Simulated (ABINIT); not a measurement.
# InAs (F-43m) in ABINIT: settings compared

Aim: see how the results for InAs move with the level of theory and the settings. Levels: SOGGA, WC, PBE, r2SCAN, LDA-PZ. Tasks: equation of state, band structure.

Program: ABINIT 10.8.3 (patched build). These are calculated values, not measurements. Logs are shortened: lines on timing, memory, paths and dates and some standing lists are left out, and cuts for length are marked. The log counts tension as positive stress, the text compression.

**Experimental background.**

A printed reference work, data compilation reports, for a bulk crystal of InAs at 4.2 K: band gap 0.418 eV (direct).

The results are compared with them further down.

### Step 1. The crystal as given

It takes space group F-43m (No. 216, cubic). The conventional cell has a = 6.036 Å, b = 6.036 Å, c = 6.036 Å, α = 90.00°, β = 90.00°, γ = 90.00°. In (site symmetry -43m) is surrounded by 4 As at 2.61 Å. As (site symmetry -43m) has 4 In at 2.61 Å as nearest neighbours.

### Step 2. Equation of state, SOGGA

Contents of run.abi:

```
# Datasets: one volume each
ndtset 7
getwfk -1
scalecart1 3*0.9795861087
scalecart2 3*0.9864848297
scalecart3 3*0.9932883884
scalecart4 3*1.0000000000
scalecart5 3*1.0066227096
scalecart6 3*1.0131594038
scalecart7 3*1.0196128224

# Pseudopotentials
pp_dirpath "./"
pseudos "In.GGA_PBE-JTH_sp.xml, As.GGA_PBE-JTH_sp.xml"

# Structure
acell 3*1.0 Angstrom
rprim
     0.0000000000     3.0180000000     3.0180000000
     3.0180000000     0.0000000000     3.0180000000
     3.0180000000     3.0180000000     0.0000000000
ntypat 2
znucl 49 33
natom 2
typat 1 2
xred
     0.0000000000     0.0000000000     0.0000000000
     0.7500000000     0.7500000000     0.7500000000

# Plane-wave basis
ecut 408.170794 eV
pawecutdg 30.0

# k points
kptopt 1
ngkpt 8 8 8
nshiftk 1
shiftk 0.0 0.0 0.0

# Exchange and correlation
ixc -150130

# Bands and occupations
nband 8
occopt 3
tsmear 0.00183747

# SCF cycle
nstep 100
tolvrs 1.0e-9

# Output
iomode 3
prtwf 1
prtden 0
prteig 0
prtebands 0
enunit 1
```

Potentials or basis: JTH PAW PBE v2.0 sp.

The run is started by

```sh
$ abinit run.abi > log 2>&1
```

run.abo:

```text
.Version 10.8.3 of ABINIT
 DATASET    1 : space group F-4 3 m (#216); Bravais cF (face-center cubic)
================================================================================
 Values of the parameters that define the memory need for DATASET  1.
     intxc =       0    ionmov =       0      iscf =      17    lmnmax =      13
     lnmax =       5     mgfft =      30  mpssoang =       3    mqgrid =    3001
     natom =       2  nloc_mem =       2    nspden =       1   nspinor =       1
    nsppol =       1      nsym =      24    n1xccc =       1    ntypat =       2
    occopt =       3   xclevel =       2
       mpw =         982          nfft =       27000          nkpt =          29
 PAW method is used; the additional fine FFT grid is defined by:
   mgfftf=        40    nfftf =     64000
================================================================================
================================================================================
[... 71 lines left out ...]
 DATASET    7 : space group F-4 3 m (#216); Bravais cF (face-center cubic)
================================================================================
 Values of the parameters that define the memory need for DATASET  7.
     intxc =       0    ionmov =       0      iscf =      17    lmnmax =      13
     lnmax =       5     mgfft =      30  mpssoang =       3    mqgrid =    3001
     natom =       2  nloc_mem =       2    nspden =       1   nspinor =       1
    nsppol =       1      nsym =      24    n1xccc =       1    ntypat =       2
    occopt =       3   xclevel =       2
       mpw =        1101          nfft =       27000          nkpt =          29
 PAW method is used; the additional fine FFT grid is defined by:
   mgfftf=        45    nfftf =     91125
================================================================================
================================================================================

--------------------------------------------------------------------------------
------------- Echo of variables that govern the present computation ------------
--------------------------------------------------------------------------------
 -outvars: echo values of preprocessed input variables --------
            acell      1.8897261259E+00  1.8897261259E+00  1.8897261259E+00 Bohr
              amu      1.14820000E+02  7.49215900E+01
             ecut      1.50000000E+01 Hartree
           enunit           1
           getwfk          -1
              ixc     -150130
           jdtset        1    2    3    4    5    6    7
         kptrlatt        8    0    0      0    8    0      0    0    8
          kptrlen1     6.32070768E+01
          kptrlen2     6.36522117E+01
          kptrlen3     6.40912064E+01
          kptrlen4     6.45242682E+01
          kptrlen5     6.49515937E+01
          kptrlen6     6.53733691E+01
          kptrlen7     6.57897712E+01
            natom           2
            nband           8
           ndtset           7
            ngfft          30      30      30
          ngfftdg1         40      40      40
          ngfftdg2         40      40      40
          ngfftdg3         40      40      40
          ngfftdg4         40      40      40
          ngfftdg5         45      45      45
          ngfftdg6         45      45      45
          ngfftdg7         45      45      45
             nkpt          29
            nstep         100
             nsym          24
           ntypat           2
           occopt           3
        pawecutdg      3.00000000E+01 Hartree
         pawxcdev           0
           prtden           0
        prtebands           0
           prteig           0
            rprim1     0.0000000000E+00  2.9563908761E+00  2.9563908761E+00
                       2.9563908761E+00  0.0000000000E+00  2.9563908761E+00
                       2.9563908761E+00  2.9563908761E+00  0.0000000000E+00
            rprim2     0.0000000000E+00  2.9772112160E+00  2.9772112160E+00
                       2.9772112160E+00  0.0000000000E+00  2.9772112160E+00
                       2.9772112160E+00  2.9772112160E+00  0.0000000000E+00
            rprim3     0.0000000000E+00  2.9977443562E+00  2.9977443562E+00
                       2.9977443562E+00  0.0000000000E+00  2.9977443562E+00
                       2.9977443562E+00  2.9977443562E+00  0.0000000000E+00
            rprim4     0.0000000000E+00  3.0180000000E+00  3.0180000000E+00
                       3.0180000000E+00  0.0000000000E+00  3.0180000000E+00
                       3.0180000000E+00  3.0180000000E+00  0.0000000000E+00
            rprim5     0.0000000000E+00  3.0379873376E+00  3.0379873376E+00
                       3.0379873376E+00  0.0000000000E+00  3.0379873376E+00
                       3.0379873376E+00  3.0379873376E+00  0.0000000000E+00
            rprim6     0.0000000000E+00  3.0577150807E+00  3.0577150807E+00
                       3.0577150807E+00  0.0000000000E+00  3.0577150807E+00
                       3.0577150807E+00  3.0577150807E+00  0.0000000000E+00
            rprim7     0.0000000000E+00  3.0771914980E+00  3.0771914980E+00
                       3.0771914980E+00  0.0000000000E+00  3.0771914980E+00
                       3.0771914980E+00  3.0771914980E+00  0.0000000000E+00
          spgroup         216
           tolvrs      1.00000000E-09
           tsmear      1.83747000E-03 Hartree
            typat      1  2
           useylm           1
           xangst1     0.0000000000E+00  0.0000000000E+00  0.0000000000E+00
                       4.4345863141E+00  4.4345863141E+00  4.4345863141E+00
           xangst2     0.0000000000E+00  0.0000000000E+00  0.0000000000E+00
                       4.4658168241E+00  4.4658168241E+00  4.4658168241E+00
           xangst3     0.0000000000E+00  0.0000000000E+00  0.0000000000E+00
                       4.4966165343E+00  4.4966165343E+00  4.4966165343E+00
           xangst4     0.0000000000E+00  0.0000000000E+00  0.0000000000E+00
                       4.5270000000E+00  4.5270000000E+00  4.5270000000E+00
           xangst5     0.0000000000E+00  0.0000000000E+00  0.0000000000E+00
                       4.5569810064E+00  4.5569810064E+00  4.5569810064E+00
           xangst6     0.0000000000E+00  0.0000000000E+00  0.0000000000E+00
                       4.5865726210E+00  4.5865726210E+00  4.5865726210E+00
           xangst7     0.0000000000E+00  0.0000000000E+00  0.0000000000E+00
                       4.6157872470E+00  4.6157872470E+00  4.6157872470E+00
            xcart1     0.0000000000E+00  0.0000000000E+00  0.0000000000E+00
                       8.3801536153E+00  8.3801536153E+00  8.3801536153E+00
            xcart2     0.0000000000E+00  0.0000000000E+00  0.0000000000E+00
                       8.4391707259E+00  8.4391707259E+00  8.4391707259E+00
            xcart3     0.0000000000E+00  0.0000000000E+00  0.0000000000E+00
                       8.4973737430E+00  8.4973737430E+00  8.4973737430E+00
            xcart4     0.0000000000E+00  0.0000000000E+00  0.0000000000E+00
                       8.5547901720E+00  8.5547901720E+00  8.5547901720E+00
            xcart5     0.0000000000E+00  0.0000000000E+00  0.0000000000E+00
                       8.6114460630E+00  8.6114460630E+00  8.6114460630E+00
            xcart6     0.0000000000E+00  0.0000000000E+00  0.0000000000E+00
                       8.6673661103E+00  8.6673661103E+00  8.6673661103E+00
            xcart7     0.0000000000E+00  0.0000000000E+00  0.0000000000E+00
                       8.7225737523E+00  8.7225737523E+00  8.7225737523E+00
             xred      0.0000000000E+00  0.0000000000E+00  0.0000000000E+00
                       7.5000000000E-01  7.5000000000E-01  7.5000000000E-01
            znucl       49.00000   33.00000

================================================================================

 chkinp: Checking input parameters for consistency, jdtset=   1.

 chkinp: Checking input parameters for consistency, jdtset=   2.
[... 36 lines left out ...]
 getcut: wavevector=  0.0000  0.0000  0.0000  ngfft=  40  40  40
         ecut(hartree)=     30.000   => boxcut(ratio)=   2.05333

--- Pseudopotential description ------------------------------------------------
- pspini: atom type   1  psp file is ./In.GGA_PBE-JTH_sp.xml
 Pseudopotential format is: paw10
 basis_size (lnmax)=  5 (lmn_size= 13), orbitals=   0   0   1   1   2
 Spheres core radius: rc_sph= 2.90115454
 Shapefunction is SIN type: shapef(r)=[sin(pi*r/rshp)/(pi*r/rshp)]**2
 Radius for shape functions =  2.20905649
 Compensation charge density is not taken into account in XC energy/potential

- pspini: atom type   2  psp file is ./As.GGA_PBE-JTH_sp.xml
 Pseudopotential format is: paw10
 basis_size (lnmax)=  4 (lmn_size=  8), orbitals=   0   0   1   1
 Spheres core radius: rc_sph= 2.10391912
 Shapefunction is BESSEL type: shapef(r,l)=aa(1,l)*jl(q(1,l)*r)+aa(2,l)*jl(q(2,l)*r)
 Radius for shape functions =  1.80731519
 Compensation charge density is not taken into account in XC energy/potential

   5.19400645E+02                                ecore*ucvol(ha*bohr**3)
--------------------------------------------------------------------------------

[... 1182 lines left out ...]
-Cartesian components of stress tensor (GPa)         [Pressure= -1.2263E+00 GPa]
- sigma(1 1)=  1.22625804E+00  sigma(3 2)=  0.00000000E+00
- sigma(2 2)=  1.22625804E+00  sigma(3 1)=  0.00000000E+00
- sigma(3 3)=  1.22625804E+00  sigma(2 1)=  0.00000000E+00

== END DATASET(S) ==============================================================
================================================================================

 -outvars: echo values of variables after computation  --------
            acell      1.8897261259E+00  1.8897261259E+00  1.8897261259E+00 Bohr
           etotal1    -8.4978401575E+00
           etotal2    -8.4994360313E+00
           etotal3    -8.5006063843E+00
           etotal4    -8.5013789361E+00
           etotal5    -8.5018010472E+00
           etotal6    -8.5019144689E+00
           etotal7    -8.5017427048E+00
            fcart1    -9.0369043788E-30 -0.0000000000E+00  3.0123014596E-30
                       9.0369043788E-30 -0.0000000000E+00 -3.0123014596E-30
            fcart2    -0.0000000000E+00 -0.0000000000E+00 -0.0000000000E+00
                      -0.0000000000E+00 -0.0000000000E+00 -0.0000000000E+00
            fcart3     7.1297931988E-29  7.1297931988E-29 -2.1389379596E-28
                      -7.1297931988E-29 -7.1297931988E-29  2.1389379596E-28
            fcart4    -1.0622911194E-28 -1.1803234660E-29  1.7704851990E-28
                       1.0622911194E-28  1.1803234660E-29 -1.7704851990E-28
            fcart5    -5.8627897759E-29 -1.1725579552E-29  8.2079056863E-29
                       5.8627897759E-29  1.1725579552E-29 -8.2079056863E-29
[... 38 lines left out ...]
                       0.0000000000E+00  0.0000000000E+00  0.0000000000E+00
           xangst1     0.0000000000E+00  0.0000000000E+00  0.0000000000E+00
                       4.4345863141E+00  4.4345863141E+00  4.4345863141E+00
           xangst2     0.0000000000E+00  0.0000000000E+00  0.0000000000E+00
                       4.4658168241E+00  4.4658168241E+00  4.4658168241E+00
           xangst3     0.0000000000E+00  0.0000000000E+00  0.0000000000E+00
                       4.4966165343E+00  4.4966165343E+00  4.4966165343E+00
           xangst4     0.0000000000E+00  0.0000000000E+00  0.0000000000E+00
                       4.5270000000E+00  4.5270000000E+00  4.5270000000E+00
           xangst5     0.0000000000E+00  0.0000000000E+00  0.0000000000E+00
                       4.5569810064E+00  4.5569810064E+00  4.5569810064E+00
           xangst6     0.0000000000E+00  0.0000000000E+00  0.0000000000E+00
                       4.5865726210E+00  4.5865726210E+00  4.5865726210E+00
           xangst7     0.0000000000E+00  0.0000000000E+00  0.0000000000E+00
                       4.6157872470E+00  4.6157872470E+00  4.6157872470E+00
             xred      0.0000000000E+00  0.0000000000E+00  0.0000000000E+00
                       7.5000000000E-01  7.5000000000E-01  7.5000000000E-01
 Calculation completed.
```

It took 85 s on 1 thread of Arm Neoverse V1, shared host; peak memory 0.14 GiB.

What came out:

```
Equilibrium volume                      : 28.52 Å³/atom
Bulk modulus                            : 59 GPa
Pressure derivative of the bulk modulus : 4.6
```

Energy against volume, from the lowest point:
```
volume (Å³/atom)  energy (meV/atom)
          25.840              55.43
          26.389              33.72
          26.939              17.80
          27.489               7.29
          28.039               1.54
          28.588               0.00
          29.138               2.34
```

Caveat: the cutoff is too short for stress, so the log's stress isn't used; pressures at fixed basis lie under the slope of the energies; the PAW data sets were made with another functional, which shifts forces and pressure a little; this set keeps more shells in the core, which shifts pressures and gaps; the atomic spheres overlap. Zero-point motion and thermal expansion aren't in these numbers.

### Step 3. Band structure, WC

Contents of run.abi:

```
# Datasets: ground state, then fixed potential
ndtset 2

# Pseudopotentials
pp_dirpath "./"
pseudos "In.GGA_PBE-JTH.xml, As.GGA_PBE-JTH.xml"

# Structure
acell 3*1.0 Angstrom
rprim
     0.0000000000     3.0180000000     3.0180000000
     3.0180000000     0.0000000000     3.0180000000
     3.0180000000     3.0180000000     0.0000000000
ntypat 2
znucl 49 33
natom 2
typat 1 2
xred
     0.0000000000     0.0000000000     0.0000000000
     0.7500000000     0.7500000000     0.7500000000

# Plane-wave basis
ecut 462.593566 eV
pawecutdg 34.0

# Exchange and correlation
ixc 23

# Bands and occupations
occopt 3
tsmear 0.05 eV

# SCF cycle
nstep 100

# Output
iomode 3
prtwf 0
prteig 0
prtebands 0
enunit 1
prtden1 1

# Dataset 1
kptopt1 1
ngkpt1 8 8 8
nshiftk1 1
shiftk1 0.0 0.0 0.0
nband1 18
tolvrs1 1.0e-9

# Dataset 2: bands along G-X-W-K-G-L-U-W-L-K
iscf2 -2
getden2 1
nband2 22
nbdbuf2 2
tolwfr2 1.0e-12
kptopt2 -9
ndivsm2 5
prteig2 1
kptbounds2
     0.0000000000     0.0000000000     0.0000000000
     0.5000000000     0.0000000000     0.5000000000
     0.5000000000     0.2500000000     0.7500000000
     0.3750000000     0.3750000000     0.7500000000
     0.0000000000     0.0000000000     0.0000000000
     0.5000000000     0.5000000000     0.5000000000
     0.6250000000     0.2500000000     0.6250000000
     0.5000000000     0.2500000000     0.7500000000
     0.5000000000     0.5000000000     0.5000000000
     0.3750000000     0.3750000000     0.7500000000
```

Potentials or basis: JTH PAW PBE v2.0.

The run is started by

```sh
$ abinit run.abi > log 2>&1
```

Run time: 75 s. Hardware: 1 thread of Arm Neoverse V1, shared host; peak memory 0.13 GiB.

It converged, with:

```
Free energy                                           : -4680.4120 eV
Band gap on the k mesh                                : none (metal or under the smearing width)
Valence electrons inside the program's atomic spheres : In 11.23; As 12.70
```

Levels at the corners of the path, in eV from the Fermi level:
| point | band 11 | band 12 | band 13 | band 14 | band 15 | band 16 | band 17 | band 18 |
| --- | --- | --- | --- | --- | --- | --- | --- | --- |
| Γ | -12.00 | -0.37 | -0.05 | -0.05 | -0.05 | 3.81 | 3.81 | 3.81 |
| X | -9.95 | -5.96 | -2.41 | -2.41 | 1.37 | 1.92 | 9.02 | 9.18 |
| W | -9.90 | -5.82 | -3.06 | -2.99 | 4.13 | 4.15 | 4.87 | 5.93 |
| K | -9.97 | -5.82 | -3.39 | -2.03 | 1.96 | 4.16 | 7.17 | 7.34 |
| Γ | -12.00 | -0.37 | -0.05 | -0.05 | -0.05 | 3.81 | 3.81 | 3.81 |
| L | -10.50 | -5.90 | -1.05 | -1.05 | 0.80 | 4.58 | 4.58 | 6.64 |
| U | -9.97 | -5.82 | -3.39 | -2.03 | 1.96 | 4.16 | 7.17 | 7.34 |
| W | -9.90 | -5.82 | -3.06 | -2.99 | 4.13 | 4.15 | 4.87 | 5.93 |
| L | -10.50 | -5.90 | -1.05 | -1.05 | 0.80 | 4.58 | 4.58 | 6.64 |
| K | -9.97 | -5.82 | -3.39 | -2.03 | 1.96 | 4.16 | 7.17 | 7.34 |

Caveat: the cutoff is too short for stress, so the log's stress isn't used; the PAW data sets were made with another functional, which shifts forces and pressure a little; spin-orbit coupling is left out, which moves the levels of the heavy elements; this crystal is a semiconductor, whose small gap the functional closes, so the metal is an error of the method.

### Step 4. Band structure, PBE

Edit run.abi of step 3 so:

```diff
@@ -8,7 +8,7 @@
 # Structure
-acell 3*1.0 Angstrom
+acell 3*1.0
 rprim
-     0.0000000000     3.0180000000     3.0180000000
-     3.0180000000     0.0000000000     3.0180000000
-     3.0180000000     3.0180000000     0.0000000000
+     0.0000000000     5.7031934441     5.7031934441
+     5.7031934441     0.0000000000     5.7031934441
+     5.7031934441     5.7031934441     0.0000000000
 ntypat 2
@@ -22,3 +22,3 @@
 # Plane-wave basis
-ecut 462.593566 eV
+ecut 17.0
 pawecutdg 34.0
@@ -26,3 +26,3 @@
 # Exchange and correlation
-ixc 23
+ixc 11
 
@@ -30,3 +30,3 @@
 occopt 3
-tsmear 0.05 eV
+tsmear 0.00183747
 
@@ -42,2 +42,5 @@
 prtden1 1
+prtvha1 1
+prtvclmb1 1
+prtpot1 1
 
@@ -58,4 +61,5 @@
 kptopt2 -9
-ndivsm2 5
+ndivsm2 6
 prteig2 1
+prtvol2 -3
 kptbounds2
```

The run is started by

```sh
$ abinit run.abi > log 2>&1
```

Run time: 85 s. Hardware: 1 thread of Arm Neoverse V1, shared host; peak memory 0.14 GiB.

Results (log left out):

* Free energy: -4678.2284 eV
* Band gap on the k mesh: none (metal or under the smearing width)
* Valence electrons inside the program's atomic spheres: In 11.23; As 12.70

Levels at the corners of the path, in eV from the Fermi level:
| point | band 11 | band 12 | band 13 | band 14 | band 15 | band 16 | band 17 | band 18 |
| --- | --- | --- | --- | --- | --- | --- | --- | --- |
| Γ | -11.96 | -0.24 | -0.05 | -0.05 | -0.05 | 3.86 | 3.86 | 3.86 |
| X | -9.92 | -5.91 | -2.39 | -2.39 | 1.50 | 2.02 | 9.16 | 9.25 |
| W | -9.87 | -5.77 | -3.02 | -2.95 | 4.17 | 4.25 | 4.96 | 6.04 |
| K | -9.94 | -5.78 | -3.35 | -2.02 | 2.06 | 4.23 | 7.28 | 7.38 |
| Γ | -11.96 | -0.24 | -0.05 | -0.05 | -0.05 | 3.86 | 3.86 | 3.86 |
| L | -10.47 | -5.85 | -1.05 | -1.05 | 0.91 | 4.64 | 4.64 | 6.82 |
| U | -9.94 | -5.78 | -3.35 | -2.02 | 2.06 | 4.23 | 7.28 | 7.38 |
| W | -9.87 | -5.77 | -3.02 | -2.95 | 4.17 | 4.25 | 4.96 | 6.04 |
| L | -10.47 | -5.85 | -1.05 | -1.05 | 0.91 | 4.64 | 4.64 | 6.82 |
| K | -9.94 | -5.78 | -3.35 | -2.02 | 2.06 | 4.23 | 7.28 | 7.38 |

Caveat: the cutoff is too short for stress, so the log's stress isn't used; spin-orbit coupling is left out, which moves the levels of the heavy elements; this crystal is a semiconductor, whose small gap the functional closes, so the metal is an error of the method.

[end of part 1 of 2]
